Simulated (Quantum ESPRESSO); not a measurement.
# MoSe2 under changes of volume

One of the cells (20.129 Å³/atom); the others are scaled copies at fixed shape and fractional positions:

```
CELL_PARAMETERS angstrom
3.28800 0.00000 0.00000
-1.64400 2.84749 0.00000
0.00000 0.00000 12.90000
ATOMIC_POSITIONS crystal
Mo 0.66667 0.33333 0.75000
Mo 0.33333 0.66667 0.25000
Se 0.66667 0.33333 0.37500
Se 0.33333 0.66667 0.87500
Se 0.66667 0.33333 0.12500
Se 0.33333 0.66667 0.62500
```

* Program: Quantum ESPRESSO 7.5
* Functional: PBE
* Potentials or basis: SSSP 1.3 efficiency PBE
* Cutoff: 816 eV
* Density cutoff: 5987 eV
* k mesh: 9 × 9 × 2
* Occupations: fermi-dirac, width 0.05 eV
* Spin: no spin polarisation

| volume (Å³/atom) | energy over the lowest point (meV/atom) | pressure (GPa) | largest force (eV/Å) |
| --- | --- | --- | --- |
| 18.922 | 127.37 | 18.5 | 2.288 |
| 19.324 | 85.68 | 14.6 | 1.863 |
| 19.727 | 53.31 | 11.1 | 1.469 |
| 20.129 | 29.35 | 7.9 | 1.104 |
| 20.532 | ? | ? | ? |
| 20.935 | 3.40 | 2.5 | 0.452 |
| 21.337 | 0.00 | 0.2 | 0.161 |

**Question.** What does the run at 20.532 Å³/atom give?

**Answer.** Energy over the lowest point 12.96 meV/atom; pressure 5.1 GPa; largest force 0.766 eV/Å.

Worked out: A Birch-Murnaghan fit of order 3 (a polynomial in V^(-2/3)) to the other rows has its minimum at 21.38 Å³/atom, just outside them, with B0 = V·E''(V) = 116 GPa and B' = 4.5 at fixed shape and positions, which overstates the stiffness. It gives 12.96 meV/atom at 20.532 Å³/atom, against the run's 12.96, and -dE/dV = 5.1 GPa, against 5.1.

Energies are extrapolated to zero smearing.

Caveats: the cell's inner coordinates are idealised or old, which leaves forces on the atoms; this functional lacks dispersion, which binds the layers, so the pressure and a relaxed spacing across them are unreliable.
